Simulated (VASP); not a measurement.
Set up this calculation in VASP 6.6.1, as the native input.

```yaml
Task: single point
Functional: PBE
Potentials_or_basis: VASP PAW PBE potentials, release 64 (Ca_sv, F)
Cutoff: 520 eV
k_mesh: 6 × 6 × 6
Occupations: fermi-dirac, width 0.02 eV
Spin: no spin polarisation
Dipole_correction: no
Further_INCAR_settings: ALGO = Normal; EDIFF = 1e-07; NBANDS = 19
```

The structure of CaF2 (Fluorite) lies in POSCAR:

```
CaF2
1.0
    0.0000000000      2.7310000000      2.7310000000
    2.7310000000      0.0000000000      2.7310000000
    2.7310000000      2.7310000000      0.0000000000
Ca F
1 2
Direct
    0.0000000000      0.0000000000      0.0000000000
    0.2500000000      0.2500000000      0.2500000000
    0.7500000000      0.7500000000      0.7500000000
```

These files were run (other wordings do the same):

INCAR

```
PREC = Accurate ; ENCUT = 520
EDIFF = 1E-7 ; ISMEAR = -1
SIGMA = 0.02 ; LREAL = F
LASPH = T ; NELM = 100
ALGO = Normal ; ISIF = 2
LWAVE = F ; LCHARG = F
GGA = PE ; NBANDS = 19
```

KPOINTS

```
Automatic mesh
0
Gamma
  6 6 6
```

Potentials or basis: VASP PAW PBE potentials, release 64 (Ca_sv, F).

Launch:

```sh
$ cat potpaw_PBE.64/Ca_sv/POTCAR potpaw_PBE.64/F/POTCAR > POTCAR
$ mpirun -np 1 vasp_std > vasp.out
```

Results of the run:

The pressure is 2.5 GPa. The band gap on the k mesh is 7.28 eV, indirect (least direct gap 7.53 eV).

Run time: 8.3 s on 1 thread of Intel(R) Xeon(R) 6975P-C (Granite Rapids) (shared host), peak memory 0.17 GiB.
